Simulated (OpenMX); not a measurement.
CuO:

```
Cu O
1.0
     2.83633    0.00000    0.00000
    -1.41816    2.45633    0.00000
     0.00000    0.00000    2.76811
Cu O
1 1
Direct
  0.00000 0.00000 0.00000
  0.66667 0.33333 0.50000
```

Measurements of this composition are mostly on another form, of space group No. 15.

Base run:

```yaml
Program: OpenMX 3.8.5
Functional: PBE
Potentials_or_basis: OpenMX 2013 PBE set, Cu6.0H-s3p2d2f1, O6.0-s3p2d2, grid cutoff 500 Ry
k_mesh: 11 × 11 × 11
Occupations: fermi-dirac, width 0.05 eV
Spin: no spin polarisation
```

Its results: pressure 1.0 GPa; largest force 0.012 eV/Å.

Problem. The run is repeated on the same cell with these changes: potentials or basis from OpenMX 2013 PBE set, Cu6.0H-s3p2d2f1, O6.0-s3p2d2, grid cutoff 500 Ry to OpenMX 2013 PBE set, Cu6.0H-s2p2d1, O6.0-s2p2, grid cutoff 700 Ry; k mesh from 11 × 11 × 11 to 9 × 9 × 7. What comes out?

Solution. Pressure 3.1 GPa; largest force 0.011 eV/Å.

Caveats: the basis of atomic orbitals isn't converged, which shifts pressures, moduli and gaps; an odd number of electrons without spin polarisation forces a metal; a magnetic or distorted state may lie lower; the run has no spin polarisation, though such a crystal can be magnetic; the transition metal has a single d function, too few for pressures, volumes and moments (some runs).
